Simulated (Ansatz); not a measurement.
Consider the following.

Starting cell, ZrO$_{2}$ (baddeleyite type, space group P2_1/c):

```
ZrO2
1.0
    5.18930     0.00000     0.00000
    0.00000     5.24180     0.00000
   -0.90344     0.00000     5.30261
Zr O
4 8
Direct
  0.27571   0.04384   0.21016
  0.72429   0.54384   0.28984
  0.72429   0.95616   0.78984
  0.27571   0.45616   0.71016
  0.06488   0.32613   0.35022
  0.93512   0.82613   0.14978
  0.93512   0.67387   0.64978
  0.06488   0.17387   0.85022
  0.45109   0.75674   0.47528
  0.54891   0.25674   0.02472
  0.54891   0.24326   0.52472
  0.45109   0.74326   0.97528
```

The atoms are displaced by Q × the pattern below (from a DFPT mode at Γ, largest move 1; Q in Å), at fixed cell.

| atom | x | y | z |
|---|---|---|---|
| Zr1 | -0.261 | 0.017 | -0.090 |
| Zr2 | -0.261 | -0.017 | -0.090 |
| Zr3 | -0.261 | 0.017 | -0.090 |
| Zr4 | -0.261 | -0.017 | -0.090 |
| O5 | 0.668 | 0.365 | 0.648 |
| O6 | 0.668 | -0.365 | 0.648 |
| O7 | 0.668 | 0.365 | 0.648 |
| O8 | 0.668 | -0.365 | 0.648 |
| O9 | 0.820 | -0.531 | -0.137 |
| O10 | 0.820 | 0.531 | -0.137 |
| O11 | 0.820 | -0.531 | -0.137 |
| O12 | 0.820 | 0.531 | -0.137 |

Method: PBE (plane waves to 420 eV, PAW, scalar-relativistic; Ansatz, a program for electronic structure). k mesh 5×5×5 (Γ-centred), Fermi-Dirac smearing 0.05 eV. Energies are smeared free energies. The PAW data are Ansatz's earlier set. ZrO2 is run without spin polarisation. ZrO2 was relaxed with its symmetry unable to fall. ΔE is measured from the undisplaced structure.

The scan covers Q from -0.280 to 0.280 Å in 13 points.

**Question.** Is the energy the same for equal positive and negative displacements?

**Answer.** Even: the same for both signs.

**Question.** Which space group does the distorted structure have?

**Answer.** Pc (No. 7), lowered from P2_1/c.

**Question.** Is this a single well or a double well?

**Answer.** A single well with its minimum at or next to zero displacement.

**Question.** What is the energy change at Q = 0.280 Å?

**Answer.** 2399 meV/cell.

**Question.** What harmonic wavenumber does the curvature at Q = 0 give?

**Answer.** 295 cm⁻¹.

(A displaced cell: forces are minus the slopes of the energy, force constants its curvatures, and phonons follow from these.)
